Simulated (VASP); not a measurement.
A run of VASP 6.6.1 is set up as follows.

The input POSCAR:

```
CdS
1.0
    4.6404183262      0.0000000000      0.0000000000
   -2.3202091631      4.0187201547      0.0000000000
    0.0000000000      0.0000000000      6.0504691821
Cd S
2 2
Direct
    0.3333333333      0.6666666667      0.2500000000
    0.6666666667      0.3333333333      0.7500000000
    0.6666666667      0.3333333333      0.2500000000
    0.3333333333      0.6666666667      0.7500000000
```

File INCAR.step1:

```
ALGO = Normal
EDIFF = 1E-4
ENCUT = 520
GGA = PE
ISMEAR = 0
LASPH = T
LCHARG = F
LREAL = F
LWAVE = T
NBANDS = 26
NELM = 100
PREC = Accurate
SIGMA = 0.01
```

The input INCAR.step2:

```
ALGO = Normal
EDIFF = 1E-6
ENCUT = 520
ISIF = 2
ISMEAR = 0
ISTART = 1
LASPH = T
LCHARG = F
LMIXTAU = T
LREAL = F
LWAVE = F
METAGGA = R2SCAN
NBANDS = 26
NELM = 100
PREC = Accurate
SIGMA = 0.01
```

File KPOINTS:

```
k-points
0
Gamma
  6 6 4
```

Potentials or basis: VASP PAW PBE potentials, release 64 (Cd, S).

Command:

```console
$ cat potpaw_PBE.64/Cd/POTCAR potpaw_PBE.64/S/POTCAR > POTCAR
$ cp INCAR.step1 INCAR
$ mpirun -np 1 vasp_std > vasp.out
$ cp INCAR.step2 INCAR
$ mpirun -np 1 vasp_std > vasp.out
```

(1) Estimate the pressure.

(2) What does it give for the band gap on the k mesh?

Answers

(1) -6.9 GPa.

(2) 1.04 eV, indirect (least direct gap 1.19 eV).

Caveat: the PAW data sets were made with another functional, which shifts forces and pressure a little.
